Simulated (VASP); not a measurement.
Crystal: BN.

```
B N
1.0
     2.38417    0.00000    0.00000
    -1.19209    2.06475    0.00000
     0.00000    0.00000    3.89335
B N
2 2
Direct
  0.33333 0.66667 0.00000
  0.66667 0.33333 0.50000
  0.33333 0.66667 0.37500
  0.66667 0.33333 0.87500
```

The cell was built by a generator and needn't be a form met in nature.

| Item | Value |
| --- | --- |
| Program | VASP 6.6.1 |
| Task | relaxation of cell and atoms |
| Functional | PBEsol |
| Potentials or basis | VASP PAW PBE potentials, release 64 (B, N) |
| Cutoff | 600 eV |
| k mesh | 9 × 9 × 6 |
| Occupations | fermi-dirac, width 0.03 eV |
| Spin | no spin polarisation |

At the start: pressure 115.3 GPa; volume 4.79 Å³/atom.

Problem. Where does the relaxation end?

Solution. Over 9 steps the energy falls by 338.4 meV/atom and the volume is 5.88 Å³/atom (+22.8 %); space group P6_3mc (No. 186, to 0.05 Å).

Step by step:
| step | energy change (eV) | largest force (eV/Å) | pressure (GPa) | volume (Å³) |
| --- | --- | --- | --- | --- |
| 1 | 0.0000 | 0.0626 | 115.32 | 19.17 |
| 2 | 0.2865 | 0.3414 | -62.71 | 30.40 |
| 3 | -1.3505 | 0.0346 | -3.99 | 23.79 |
| 4 | -1.3536 | 0.0268 | -0.76 | 23.59 |
| 5 | -1.3536 | 0.0232 | 0.79 | 23.49 |
| 6 | -1.3536 | 0.0253 | 0.80 | 23.49 |
| 7 | -1.3536 | 0.0013 | 0.80 | 23.49 |
| 8 | -1.3537 | 0.0007 | 0.50 | 23.51 |
| 9 | -1.3538 | 0.0009 | 0.01 | 23.54 |

Final structure:
```
CELL_PARAMETERS angstrom
2.54236 0.00000 0.00000
-1.27118 2.20175 0.00000
0.00000 0.00000 4.20523
ATOMIC_POSITIONS crystal
B 0.33333 0.66667 0.00028
B 0.66667 0.33333 0.50028
N 0.33333 0.66667 0.37472
N 0.66667 0.33333 0.87472
```

Caveat: the volume moved by over 15 % at a fixed basis, so the end points are rough; the PAW data sets were made with another functional, which shifts forces and pressure a little.
